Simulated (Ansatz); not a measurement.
# Zinc, diamond under r²SCAN: ground state and equation of state, part 2 of 3

The plan for zinc in the diamond structure: relax it, solve it on a dense k-mesh, switch on spin-orbit coupling, then scale the cell to 7 volumes from 88 to 112 % of the relaxed one and try a fit of the equation of state. The k-meshes are 10×10×10 for the relaxation; 16×16×16 for the dense run; 10×10×10 for spin-orbit coupling; 11×11×11 for the volumes.

Ansatz 0.2.0; DFT, r2SCAN, plane waves (500 eV) with PAW, scalar-relativistic. The steps go on from the part before.

### Step 3. The energy on a finer k-mesh

This is Zn in the diamond structure; at room conditions it is hcp.

Input file input.yaml:

```yaml
crystal:
  lattice:
    - [0.0, 2.843382329, 2.843382329]
    - [2.843382329, 0.0, 2.843382329]
    - [2.843382329, 2.843382329, 0.0]
  atoms:
    - { symbol: Zn, position: [0.125, 0.125, 0.125] }
    - { symbol: Zn, position: [0.875, 0.875, 0.875] }
hamiltonian:
  xc: r2scan
  pseudopotentials:
    kind: paw
    azcp:
      Zn: "pseudopotentials/Zn.paw.azcp"
basis:
  ecutwfc: 500
  fft_grid_basis: typed
kpoints:
  mp_grid: { grid: [16, 16, 16], shift: [0, 0, 0] }
magnetization:
  spin_polarized: false
scf:
  occupations: { method: fermi_dirac, width: 0.1 }
```

The run is started by

```console
> ansatz run input.yaml --threads 1 --pin off --max-ram 3584MiB --backend cpu --events-out ev --progress --plain --runs-dir out
```

The log of the run, shortened:

```text
[...]
Pseudopotentials: kind: paw
Pseudopotential: Zn, paw, valence charge 12, recommended cutoff 500 eV (meta_gga), <dir>
Functional definition: r2SCAN
[...]
Crystal: 2 atoms, lattice volume = 45.976 Å³
Basis set: ecut = 500 eV, 1211 PW (Γ), exchange–correlation on 120×120×120 points (64 copies of the dense FFT grid, shifted against one another)
[...]
SCF iter   1: F=—  HF=-6650.244296 eV  |F-HF|=—  |Δ(HF+E_count)|=         —  Δρ=1.82e-2  dr2=8.02e-2  dr2_τ=9.54e-4  ethr=1.77e-3  ⟨swp⟩=5.4  Hψ=12255  notcnv=0
[...]
SCF iter   7: F=-6650.222121 eV  HF=-6650.222121 eV  |F-HF|=6.79e-9  |Δ(HF+E_count)|=   7.31e-7  Δρ=1.55e-5  dr2=5.07e-8  dr2_τ=6.51e-10  ethr=4.17e-10  ⟨swp⟩=1.9  Hψ=7785  notcnv=0
[...]
SCF converged after 7 iterations
Free energy (F): -6650.222121 eV
[...]
E sigma→0 (E₀):  -6650.208400 eV
Entropy (-TS):   -0.027444 eV (-13.722 meV/atom)
Fermi energy:    5.663326 eV
[...]
```

It took 16 s on 1 thread of Intel Xeon Platinum 8259CL at 2.50GHz (Skylake/Cascade Lake), shared host; peak memory 0.64 GiB.

### Step 4. A two-component run at the same geometry

input.yaml: that of step 3 with these lines changed.

```diff
@@ -11,3 +11,3 @@
   pseudopotentials:
-    kind: paw
+    kind: paw_fr
     azcp:
@@ -18,6 +18,12 @@
 kpoints:
-  mp_grid: { grid: [16, 16, 16], shift: [0, 0, 0] }
+  mp_grid: { grid: [10, 10, 10], shift: [0, 0, 0] }
 magnetization:
-  spin_polarized: false
+  noncollinear: true
+  spin_orbit: true
 scf:
   occupations: { method: fermi_dirac, width: 0.1 }
+output:
+  write_density: true
+  write_potential: true
+  elf: true
+  volumetric_format: npy
```

The run is started by

```console
> ansatz run input.yaml --threads 1 --pin off --max-ram 3584MiB --backend cpu --events-out ev --progress --plain --runs-dir out
```

The log of the run:

```text
[... 1 set-up line as earlier in the session ...]
Pseudopotentials: kind: paw_fr
Pseudopotential: Zn, paw_fr, valence charge 12, recommended cutoff 500 eV (meta_gga), <dir>
[... 6 set-up lines as earlier in the session ...]
non-collinear run that drives no moment, with spin-orbit: no starting moment large enough to seed its density (crystal.atoms[].spin), no starting occupations that ask for one, no magnetisation constraint and no magnetic field, so the semilocal B_xc is pinned to zero
Crystal: 2 atoms, lattice volume = 45.976 Å³
Basis set: ecut = 500 eV, 1211 PW (Γ), exchange–correlation on 120×120×120 points (64 copies of the dense FFT grid, shifted against one another)
Bands: 32, of which v1, the nominal top of the filled ones, is band 24 counted from 1 (23 counted from 0)
Symmetry: 48 space group operations + 48 with time reversal
Magnetic group: BNS 227.129 (UNI 1631), of the structure as read, at distance tolerance 3.6e-5 Å
k-points: 47 of 1000
Projection manifold: j_resolved (fully-relativistic pseudo-atomic orbitals)
Non-local potential: Zn, projectors of the file, l = 0: 2, l = 1: 4, l = 2: 6, l = 3: 2
[... 2 set-up lines as earlier in the session ...]
PAW one-centre angular grid: Zn, 590 points (default); XC on 297 of its mesh's 2673 points in the sphere
Initial density: superposition of atomic densities (chi_scale 0.1, normalization cell)
[... 2 set-up lines as earlier in the session ...]
iter 1 solved again at ethr=6.61e-4 eV; its pass at ethr=3.10e-3 eV (dr2=1.59e-1 eV) is discarded
SCF iter   1: F=—  HF=-6645.742807 eV  |F-HF|=—  |Δ(HF+E_count)|=         —  Δρ=1.83e-2  dr2=1.60e-1  dr2_τ=3.57e-4  dr2_m=0.00e0 (ungated)  ethr=6.61e-4  |M|=0.00e0 ∫|m|=0.00e0 μB  |m|>n=0.0e0 m-floor=0.0e0 τ_xc=0.0e0  β_m=0.30  ⟨swp⟩=1.2  Hψ=6070  notcnv=0
preconditioner: auto → Kerker (q_TF=auto, 2.448 Å⁻¹)  [metal: Δε(μ)=0.169 eV  Ē_g=11.316 eV  σ=0.100 eV  W_gap=0.35  n_scr=14 (ndim 8)  ℏωp=26.8 eV  f_vac=0.035  D(μ)=0.89/eV (n_scr^D=0)]
spin=Noncollinear: Kerker preconditioning applied to the charge; magnetization (m_x, m_y, m_z) channels mix plain (no charge-response kernel on spin).
SCF iter   2: F=—  HF=-6645.748400 eV  |F-HF|=—  |Δ(HF+E_count)|=   5.59e-3  Δρ=1.21e-2  dr2=7.17e-2  dr2_τ=2.48e-4  dr2_m=0.00e0 (ungated)  ethr=6.61e-4  |M|=0.00e0 ∫|m|=0.00e0 μB  |m|>n=0.0e0 m-floor=0.0e0 τ_xc=0.0e0  β_m=0.52  ⟨swp⟩=3.0  Hψ=1417  notcnv=0
SCF iter   3: F=—  HF=-6645.756745 eV  |F-HF|=—  |Δ(HF+E_count)|=   8.34e-3  Δρ=5.77e-3  dr2=1.84e-2  dr2_τ=2.76e-5  dr2_m=0.00e0 (ungated)  ethr=2.99e-4  |M|=0.00e0 ∫|m|=0.00e0 μB  |m|>n=0.0e0 m-floor=0.0e0 τ_xc=0.0e0  β_m=0.54  ⟨swp⟩=2.9  Hψ=1324  notcnv=0  defer=44
SCF iter   4: F=—  HF=-6645.757654 eV  |F-HF|=—  |Δ(HF+E_count)|=   9.09e-4  Δρ=2.22e-3  dr2=1.39e-3  dr2_τ=2.47e-6  dr2_m=0.00e0 (ungated)  ethr=7.68e-5  |M|=0.00e0 ∫|m|=0.00e0 μB  |m|>n=0.0e0 m-floor=0.0e0 τ_xc=0.0e0  β_m=0.77  ⟨swp⟩=2.0  Hψ=1440  notcnv=0  defer=44
SCF iter   5: F=—  HF=-6645.758938 eV  |F-HF|=—  |Δ(HF+E_count)|=   1.28e-3  Δρ=3.89e-4  dr2=1.05e-4  dr2_τ=3.78e-7  dr2_m=0.00e0 (ungated)  ethr=5.79e-6  |M|=0.00e0 ∫|m|=0.00e0 μB  |m|>n=0.0e0 m-floor=0.0e0 τ_xc=0.0e0  β_m=0.89  ⟨swp⟩=2.0  Hψ=1376  notcnv=0  defer=46
SCF iter   6: F=—  HF=-6645.759019 eV  |F-HF|=—  |Δ(HF+E_count)|=   8.19e-5  Δρ=1.83e-4  dr2=2.20e-5  dr2_τ=3.81e-8  dr2_m=0.00e0 (ungated)  ethr=4.38e-7  |M|=0.00e0 ∫|m|=0.00e0 μB  |m|>n=0.0e0 m-floor=0.0e0 τ_xc=0.0e0  β_m=0.94  ⟨swp⟩=2.5  Hψ=1293  notcnv=0  defer=46
SCF iter   7: F=—  HF=-6645.759028 eV  |F-HF|=—  |Δ(HF+E_count)|=   8.63e-6  Δρ=5.20e-5  dr2=9.85e-7  dr2_τ=2.45e-9  dr2_m=0.00e0 (ungated)  ethr=9.18e-8  |M|=0.00e0 ∫|m|=0.00e0 μB  |m|>n=0.0e0 m-floor=0.0e0 τ_xc=0.0e0  β_m=0.97  ⟨swp⟩=2.9  Hψ=1281  notcnv=0  defer=46
SCF iter   8: F=-6645.759030 eV  HF=-6645.759030 eV  |F-HF|=3.71e-8  |Δ(HF+E_count)|=   1.76e-6  Δρ=7.65e-6  dr2=1.93e-8  dr2_τ=8.56e-11  dr2_m=0.00e0 (ungated)  ethr=4.17e-10  |M|=0.00e0 ∫|m|=0.00e0 μB  |m|>n=0.0e0 m-floor=0.0e0 τ_xc=0.0e0  ⟨swp⟩=3.5  Hψ=2706  notcnv=0
SCF 1 converged in 8 iterations: F = -6645.759030 eV  dr2 = 1.93e-8
SCF converged after 8 iterations
Magnetization: |M| = 0.0000 μB,  M = (+0.0000, +0.0000, +0.0000) μB
Absolute magnetization: 0.0000 μB (∫|m|)
  site 0: m = (+0.0000, +0.0000, +0.0000) μB, |m| = 0.0000 μB  (R = 1.02 Å)
  site 1: m = (+0.0000, +0.0000, +0.0000) μB, |m| = 0.0000 μB  (R = 1.02 Å)
Free energy (F): -6645.759030 eV
Harris-Foulkes:  -6645.759030 eV  (|F-HF|=3.71e-8)
Internal energy: -6645.728884 eV  (E = F + TS)
E sigma→0 (E₀):  -6645.743957 eV
Entropy (-TS):   -0.030146 eV (-15.073 meV/atom)
Fermi energy:    5.654330 eV
--- Per-component energies (eV) ---
  E_band       = -28.920026
  E_kinetic    = 259.147293
  E_local      = -3857.240436  (includes V_loc(G=0)·N_el)
  E_nonlocal   = 1226.497034
  E_hartree    = 1624.028910
  E_xc         = -247.209412
  E_vxc        = -106.858546  (∫ρ·V_xc dr)
  E_paw        = -3686.437983  (= ΣΔE_a)
  E_vpaw       = -805.047111  (= ΣTr[D̂ρ^β])
  E_aug_tail   = -0.000110  (compensation charges beyond the density's cutoff)
  E_vtau       = 6.522066  (kinetic-family band-sum trace: ∫τ·v_τ [+ j·A + Jᵃ·Aᵃ] dr)
  E_ewald      = -1964.172969
  E_core_change = -0.341211  (= ΣΔE_core)
  E_smearing   = -0.030146  (= −TS)
  E_closure    = -0.000000  (closes the sum)
  Σ components = -6645.759030   (vs F -6645.759030, Δ=0.00e0)
--- Band table (eV; the first three rows and the last of 47) ---
  k-point 0: bands = ["-2.5211", "-2.5211", "-2.3800", "-2.3800", "-2.3800", "-2.3800", "-2.2864", "-2.2864", "-2.2864", "-2.2864", "-2.1498", "-2.1498", "-1.6213", "-1.6213", "-1.6213", "-1.6213", "-1.4553", "-1.4553", "-1.3327", "-1.3327", "-1.3327", "-1.3327", "11.2446", "11.2446", "11.4548", "11.4548", "11.4548", "11.4548", "12.8172", "12.8172", "12.9379", "12.9379"]
  k-point 1: bands = ["-2.4156", "-2.4156", "-2.3928", "-2.3928", "-2.3699", "-2.3699", "-2.2951", "-2.2951", "-2.2661", "-2.2661", "-2.1187", "-2.1187", "-1.6211", "-1.6211", "-1.6201", "-1.6201", "-1.4549", "-1.4549", "-1.3308", "-1.3308", "-1.3267", "-1.3267", "9.6739", "9.6739", "10.8834", "10.8834", "11.0132", "11.0132", "13.0467", "13.0467", "13.3638", "13.3638"]
  k-point 2: bands = ["-2.4065", "-2.4065", "-2.3865", "-2.3865", "-2.3153", "-2.3153", "-2.2357", "-2.2357", "-2.1373", "-2.1373", "-2.0402", "-2.0402", "-1.6160", "-1.6160", "-1.5831", "-1.5831", "-1.3846", "-1.3846", "-1.3270", "-1.3270", "-1.3176", "-1.3176", "7.3716", "7.3716", "10.2299", "10.2299", "10.3578", "10.3578", "12.7153", "12.7153", "14.0053", "14.0053"]
  k-point 46: bands = ["-2.4567", "-2.4567", "-2.4248", "-2.4248", "-2.2399", "-2.2399", "-2.1803", "-2.1803", "-1.8972", "-1.8972", "-1.7627", "-1.7627", "-1.7308", "-1.7308", "-1.6994", "-1.6994", "-1.2704", "-1.2704", "-1.2008", "-1.2008", "2.6336", "2.6336", "2.6479", "2.6479", "5.6289", "5.6289", "5.6698", "5.6698", "13.6044", "13.6044", "13.6217", "13.6217"]
```

Run time: 42 s. Hardware: 1 thread of Intel Xeon Platinum 8259CL at 2.50GHz (Skylake/Cascade Lake), shared host; peak memory 0.68 GiB.

With and without spin-orbit coupling:

|  | scalar-relativistic | with spin-orbit coupling |
| --- | --- | --- |
| k-mesh | 16×16×16 | 10×10×10 |
| gap on the mesh | none (levels filled in part) | none (levels filled in part) |

The meshes differ, so small differences between the columns need not come from spin-orbit coupling.

The maps below are laid out on this run's own conventional cell (a, b, c = 5.687, 5.687, 5.687 Å).

Density in a lattice plane of the grid's cell (edges 5.69 and 5.69 Å, at 0.125 of the third edge), which holds Zn.

Values in e/Å³, 12 rows by 12 columns:
```
 0.14  0.18  0.18  0.14  0.12  0.10  0.08  0.07  0.07  0.08  0.10  0.12
 0.08  0.07  0.07  0.08  0.10  0.12  0.14  0.17  0.17  0.14  0.13  0.10
 0.05  0.04  0.04  0.05  0.08  0.14  0.33  0.97  0.96  0.34  0.14  0.08
 0.04  0.02  0.02  0.04  0.07  0.18  0.87 13.26 13.05  0.96  0.17  0.07
 0.04  0.02  0.02  0.04  0.07  0.18  0.85 13.66 13.26  0.97  0.17  0.07
 0.05  0.04  0.04  0.05  0.08  0.14  0.31  0.85  0.87  0.33  0.14  0.08
 0.08  0.07  0.07  0.08  0.10  0.12  0.14  0.18  0.18  0.14  0.12  0.10
 0.14  0.17  0.17  0.14  0.13  0.10  0.08  0.07  0.07  0.08  0.10  0.12
 0.33  0.97  0.96  0.34  0.14  0.08  0.05  0.04  0.04  0.05  0.08  0.14
 0.87 13.26 13.05  0.96  0.17  0.07  0.04  0.02  0.02  0.04  0.07  0.18
 0.85 13.66 13.26  0.97  0.17  0.07  0.04  0.02  0.02  0.04  0.07  0.18
 0.31  0.85  0.87  0.33  0.14  0.08  0.05  0.04  0.04  0.05  0.08  0.14
```
Columns run along the first of these edges and rows up along the second, over one cell in 12 and 12 even steps from the bottom left corner. Atoms in the plane (fractional): Zn at (0.12, 0.12), Zn at (0.62, 0.62).

ELF in the same plane.

Ten even steps from ' ' (0.00) to '@' (0.33):
```
%%##******##%%@@@@%%####**++======++****##%%@@@@
@@@@%%%%%%@@@@@@@@%%%%%%%%%%######%%%%%%%%%%%%@@
%%%%######%%%%%%%%%%@@@@@@@@%%%%%%@@@@@@%%%%%%%%
**++======++**####%%@@@@%%##******##%%@@@@%%##**
==--::::::--==++##@@@@%%##**++==++**##%%@@@@##++
--::......::--==##%%%%##**--..    --****%%%%##==
::..........::==**%%##**++..      ..==**##%%**==
::..........::==**%%##**==..      ..==**##%%**==
--::......::--==##%%%%##**--..  ..--****%%%%##==
==--::::::--==++##@@@@%%****++==++**##%%@@@@##++
**++======++****##%%@@@@%%##******##%%@@@@%%####
%%%%######%%%%%%%%%%%%@@@@@@%%%%%%@@@@@@@@%%%%%%
@@@@%%%%%%@@@@@@%%%%%%%%%%%%######%%%%%%%%%%@@@@
%%##******##%%@@@@%%##****++======++**####%%@@@@
##**++==++**##%%@@@@##++==--::::::--==++##@@@@%%
**--..    --****%%%%##==--::......::--==##%%%%##
++..      ..==**##%%**==::..........::==**%%##**
==..      ..==**##%%**==::..........::==**%%##**
**--..  ..--****%%%%##==--::......::--==##%%%%##
****++==++**##%%@@@@##++==--::::::--==++##@@@@%%
```
Columns run along the first of these edges and rows up along the second, over one cell in 24 and 20 even steps from the bottom left corner. Atoms in the plane (fractional): Zn at (0.12, 0.12), Zn at (0.62, 0.62).

Both are smooth fields of the valence electrons: close to the nuclei they are not physical.

### Step 5. Volume × 0.88

Input file input.yaml:

```yaml
crystal:
  lattice:
    - [0.0, 2.7247677105, 2.7247677105]
    - [2.7247677105, 0.0, 2.7247677105]
    - [2.7247677105, 2.7247677105, 0.0]
  atoms:
    - { symbol: Zn, position: [0.125, 0.125, 0.125] }
    - { symbol: Zn, position: [0.875, 0.875, 0.875] }
hamiltonian:
  xc: r2scan
  pseudopotentials:
    kind: paw
    azcp:
      Zn: "pseudopotentials/Zn.paw.azcp"
basis:
  ecutwfc: 500
  fft_grid_basis: typed
kpoints:
  mp_grid: { grid: [11, 11, 11], shift: [0, 0, 0] }
magnetization:
  spin_polarized: false
scf:
  occupations: { method: fermi_dirac, width: 0.1 }
  lower_state_search: "off"
output:
  stress: true
```

The run is started by

```console
> ansatz run input.yaml --threads 1 --pin off --max-ram 3584MiB --backend cpu --events-out ev --progress --plain --runs-dir out
```

The log of the run, shortened:

```text
[...]
[... 3 set-up lines as earlier in the session ...]
[...]
Crystal: 2 atoms, lattice volume = 40.459 Å³
Basis set: ecut = 500 eV, 965 PW (Γ), exchange–correlation on 120×120×120 points (64 copies of the dense FFT grid, shifted against one another)
[...]
SCF converged after 8 iterations
Free energy (F): -6650.130584 eV
[...]
E sigma→0 (E₀):  -6650.119973 eV
Entropy (-TS):   -0.021224 eV (-10.612 meV/atom)
Fermi energy:    6.943343 eV
[...]
--- Stress (GPa, compression-positive) ---
        6.116573       0.000000       0.000000
        0.000000       6.116573       0.000000
       -0.000000       0.000000       6.116573
  P = ⅓ Tr σ = 6.1166 GPa (61.166 kbar)
```

Wall time 6.6 s (1 thread of Intel Xeon Platinum 8259CL at 2.50GHz (Skylake/Cascade Lake), shared host); peak memory 0.63 GiB.

### Step 6. Volume × 0.92

input.yaml: that of step 5 with these lines changed.

```diff
@@ -2,5 +2,5 @@
   lattice:
-    - [0.0, 2.7247677105, 2.7247677105]
-    - [2.7247677105, 0.0, 2.7247677105]
-    - [2.7247677105, 2.7247677105, 0.0]
+    - [0.0, 2.7654418819, 2.7654418819]
+    - [2.7654418819, 0.0, 2.7654418819]
+    - [2.7654418819, 2.7654418819, 0.0]
   atoms:
```

The run is started by

```console
> ansatz run input.yaml --threads 1 --pin off --max-ram 3584MiB --backend cpu --events-out ev --progress --plain --runs-dir out
```

The log of the run, shortened:

```text
[...]
[... 3 set-up lines as earlier in the session ...]
[...]
Crystal: 2 atoms, lattice volume = 42.298 Å³
Basis set: ecut = 500 eV, 1067 PW (Γ), exchange–correlation on 120×120×120 points (64 copies of the dense FFT grid, shifted against one another)
[...]
SCF converged after 7 iterations
Free energy (F): -6650.185471 eV
[...]
E sigma→0 (E₀):  -6650.174304 eV
Entropy (-TS):   -0.022333 eV (-11.167 meV/atom)
Fermi energy:    6.482006 eV
[...]
--- Stress (GPa, compression-positive) ---
        3.551473       0.000000       0.000000
        0.000000       3.551473       0.000000
        0.000000       0.000000       3.551473
  P = ⅓ Tr σ = 3.5515 GPa (35.515 kbar)
```

Run time: 7.7 s. Hardware: 1 thread of Intel Xeon Platinum 8259CL at 2.50GHz (Skylake/Cascade Lake), shared host; peak memory 0.64 GiB.

### Step 7. Volume × 0.96

input.yaml: that of step 6 with these lines changed.

```diff
@@ -2,5 +2,5 @@
   lattice:
-    - [0.0, 2.7654418819, 2.7654418819]
-    - [2.7654418819, 0.0, 2.7654418819]
-    - [2.7654418819, 2.7654418819, 0.0]
+    - [0.0, 2.8049535327, 2.8049535327]
+    - [2.8049535327, 0.0, 2.8049535327]
+    - [2.8049535327, 2.8049535327, 0.0]
   atoms:
@@ -26 +26,5 @@
   stress: true
+  write_density: true
+  write_potential: true
+  elf: true
+  volumetric_format: npy
```

The run is started by

```console
> ansatz run input.yaml --threads 1 --pin off --max-ram 3584MiB --backend cpu --events-out ev --progress --plain --runs-dir out
```

The log of the run, shortened:

```text
[...]
[... 3 set-up lines as earlier in the session ...]
[...]
Crystal: 2 atoms, lattice volume = 44.137 Å³
Basis set: ecut = 500 eV, 1139 PW (Γ), exchange–correlation on 120×120×120 points (64 copies of the dense FFT grid, shifted against one another)
[...]
Fermi energy:    6.061517 eV
[...]
--- Stress (GPa, compression-positive) ---
        1.552283       0.000000       0.000000
       -0.000000       1.552283      -0.000000
        0.000000       0.000000       1.552283
  P = ⅓ Tr σ = 1.5523 GPa (15.523 kbar)
--- Band table (eV; the first three rows and the last of 56) ---
  k-point 0: bands = ["-2.3411", "-1.9769", "-1.9769", "-1.9769", "-1.9311", "-1.9311", "-1.2449", "-1.2449", "-1.2449", "-0.9865", "-0.9865", "11.9877", "11.9877", "11.9877", "13.4745", "13.4745"]
[...]
```

It took 12 s on 1 thread of Intel Xeon Platinum 8259CL at 2.50GHz (Skylake/Cascade Lake), shared host; peak memory 0.64 GiB.

### Step 8. Volume × 1.0

input.yaml: that of step 7 with these lines changed.

```diff
@@ -2,5 +2,5 @@
   lattice:
-    - [0.0, 2.8049535327, 2.8049535327]
-    - [2.8049535327, 0.0, 2.8049535327]
-    - [2.8049535327, 2.8049535327, 0.0]
+    - [0.0, 2.843382329, 2.843382329]
+    - [2.843382329, 0.0, 2.843382329]
+    - [2.843382329, 2.843382329, 0.0]
   atoms:
@@ -26,5 +26 @@
   stress: true
-  write_density: true
-  write_potential: true
-  elf: true
-  volumetric_format: npy
```

The run is started by

```console
> ansatz run input.yaml --threads 1 --pin off --max-ram 3584MiB --backend cpu --events-out ev --progress --plain --runs-dir out
```

The log of the run, shortened:

```text
[...]
[... 3 set-up lines as earlier in the session ...]
[...]
Crystal: 2 atoms, lattice volume = 45.976 Å³
Basis set: ecut = 500 eV, 1211 PW (Γ), exchange–correlation on 120×120×120 points (64 copies of the dense FFT grid, shifted against one another)
[...]
SCF converged after 7 iterations
Free energy (F): -6650.222825 eV
[...]
E sigma→0 (E₀):  -6650.209760 eV
Entropy (-TS):   -0.026129 eV (-13.064 meV/atom)
Fermi energy:    5.675742 eV
[...]
--- Stress (GPa, compression-positive) ---
        0.002958       0.000000       0.000000
       -0.000000       0.002958       0.000000
        0.000000      -0.000000       0.002958
  P = ⅓ Tr σ = 0.0030 GPa (0.030 kbar)
```

Wall time 7.5 s (1 thread of Intel Xeon Platinum 8259CL at 2.50GHz (Skylake/Cascade Lake), shared host); peak memory 0.64 GiB.

### Step 9. Volume × 1.04

input.yaml: that of step 8 with these lines changed.

```diff
@@ -2,5 +2,5 @@
   lattice:
-    - [0.0, 2.843382329, 2.843382329]
-    - [2.843382329, 0.0, 2.843382329]
-    - [2.843382329, 2.843382329, 0.0]
+    - [0.0, 2.8807995453, 2.8807995453]
+    - [2.8807995453, 0.0, 2.8807995453]
+    - [2.8807995453, 2.8807995453, 0.0]
   atoms:
```

The run is started by

```console
> ansatz run input.yaml --threads 1 --pin off --max-ram 3584MiB --backend cpu --events-out ev --progress --plain --runs-dir out
```

The log of the run, shortened:

```text
[...]
[... 3 set-up lines as earlier in the session ...]
[...]
Crystal: 2 atoms, lattice volume = 47.816 Å³
Basis set: ecut = 500 eV, 1243 PW (Γ), exchange–correlation on 120×120×120 points (64 copies of the dense FFT grid, shifted against one another)
[...]
SCF converged after 7 iterations
Free energy (F): -6650.215667 eV
[...]
E sigma→0 (E₀):  -6650.201755 eV
Entropy (-TS):   -0.027823 eV (-13.912 meV/atom)
Fermi energy:    5.322011 eV
[...]
--- Stress (GPa, compression-positive) ---
       -1.200818      -0.000000       0.000000
       -0.000000      -1.200818      -0.000000
        0.000000       0.000000      -1.200818
  P = ⅓ Tr σ = -1.2008 GPa (-12.008 kbar)
```

Run time: 11 s. Hardware: 1 thread of Intel Xeon Platinum 8259CL at 2.50GHz (Skylake/Cascade Lake), shared host; peak memory 0.64 GiB.

### Step 10. Volume × 1.08

input.yaml: that of step 9 with these lines changed.

```diff
@@ -2,5 +2,5 @@
   lattice:
-    - [0.0, 2.8807995453, 2.8807995453]
-    - [2.8807995453, 0.0, 2.8807995453]
-    - [2.8807995453, 2.8807995453, 0.0]
+    - [0.0, 2.9172692339, 2.9172692339]
+    - [2.9172692339, 0.0, 2.9172692339]
+    - [2.9172692339, 2.9172692339, 0.0]
   atoms:
```

The run is started by

```console
> ansatz run input.yaml --threads 1 --pin off --max-ram 3584MiB --backend cpu --events-out ev --progress --plain --runs-dir out
```

The log of the run, shortened:

```text
[...]
[... 3 set-up lines as earlier in the session ...]
[...]
Crystal: 2 atoms, lattice volume = 49.655 Å³
Basis set: ecut = 500 eV, 1243 PW (Γ), exchange–correlation on 128×128×128 points (64 copies of the dense FFT grid, shifted against one another)
[...]
SCF converged after 7 iterations
Free energy (F): -6650.196252 eV
[...]
E sigma→0 (E₀):  -6650.181610 eV
Entropy (-TS):   -0.029284 eV (-14.642 meV/atom)
Fermi energy:    4.998048 eV
[...]
--- Stress (GPa, compression-positive) ---
       -2.144018       0.000000       0.000000
       -0.000000      -2.144018      -0.000000
       -0.000000      -0.000000      -2.144018
  P = ⅓ Tr σ = -2.1440 GPa (-21.440 kbar)
```

Run time: 9.1 s. Hardware: 1 thread of Intel Xeon Platinum 8259CL at 2.50GHz (Skylake/Cascade Lake), shared host; peak memory 0.66 GiB.

[end of part 2 of 3]
